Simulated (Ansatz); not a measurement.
The system is HgSe.

```
Hg Se
1.0
     0.00000    3.03900    3.03900
     3.03900    0.00000    3.03900
     3.03900    3.03900    0.00000
Hg Se
1 1
Direct
  0.00000 0.00000 0.00000
  0.75000 0.75000 0.75000
```

* Program: Ansatz 0.2.0
* Task: relaxation of cell and atoms
* Functional: revPBE
* Dispersion: D3(BJ)
* Potentials or basis: all-electron LAPW, scalar-relativistic
* Basis error allowed: 0.001 eV/atom
* k mesh: 8 × 8 × 8
* Occupations: fermi-dirac, width 0.05 eV
* Spin: no spin polarisation

At the start: volume 28.07 Å³/atom.

**Question.** How do energy, volume and symmetry change on relaxing?

**Answer.** Over 4 steps the energy falls by 5.7 meV/atom and the volume is 29.09 Å³/atom (+3.6 %); space group F-43m (No. 216, to 0.05 Å).

Step by step:
```
step  energy change (eV)  largest force (eV/Å)  volume (Å³)
   1              0.0000                0.0000        56.13
   2             -0.0105                0.0000        58.73
   3             -0.0114                0.0000        58.18
   4             -0.0114                0.0000        58.18
```

Final structure:
```yaml
crystal:
  lattice:
    - [0.00000, 3.07548, 3.07548]
    - [3.07548, 0.00000, 3.07548]
    - [3.07548, 3.07548, 0.00000]
  atoms:
    - { symbol: Hg, position: [0.00000, 0.00000, 0.00000] }
    - { symbol: Se, position: [0.75000, 0.75000, 0.75000] }
```
